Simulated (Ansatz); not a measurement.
Y, DFT, PBE, all-electron PAW with datasets made for the crystal, scalar-relativistic (Ansatz 0.2.0), run on 1 thread of Arm Neoverse V2 on a shared host.

The cell is COD entry 1539818, as deposited and not checked against the literature; nothing was relaxed. The listed cell was then made from it by scaling, straining or moving an atom.

Command: `ansatz run input.yaml --threads 1 --pin off --max-ram 2048MiB --backend cpu --events-out ev --progress --plain --runs-dir out`

```yaml
crystal:
  lattice:
    - [3.6995507901, 0.0, 0.0]
    - [-1.849775395, 3.2039049668, 0.0]
    - [0.0, 0.0, 5.8230323575]
  atoms:
    - { symbol: "Y", position: [0.3333333333, 0.6666666667, 0.25] }
    - { symbol: "Y", position: [0.6666666667, 0.3333333333, 0.75] }
kpoints:
  mp_grid: { grid: [12, 12, 7] }
scf:
  occupations: { method: fermi_dirac, width: 0.08 }
hamiltonian:
  xc: pbe
  pseudopotentials: { kind: all_electron, datasets: crystal }
output:
  forces: true
  stress: true
  eigenvalues: true
  efg: { contact_densities: true }
```

Task: How large is the problem that the program sets up?

Result: 76 irreducible k-points, 439 plane waves at Γ, 21 bands.

Task: About how long does it take, and how much memory does it use?

Result: 6.8 s of wall time for 7 SCF iterations, with a peak of 0.4 GiB. Times on shared machines scatter by tens of per cent.

Task: And the same cell and mesh by full-potential LAPW, asked for forces, stress, eigenvalues, on the same hardware?

Result: 13 s, peak memory 0.36 GiB.

Task: And the same cell and mesh by PAW with the default files, asked for forces, stress, eigenvalues, efg, on the same hardware?

Result: 3.5 s, peak memory 0.38 GiB.
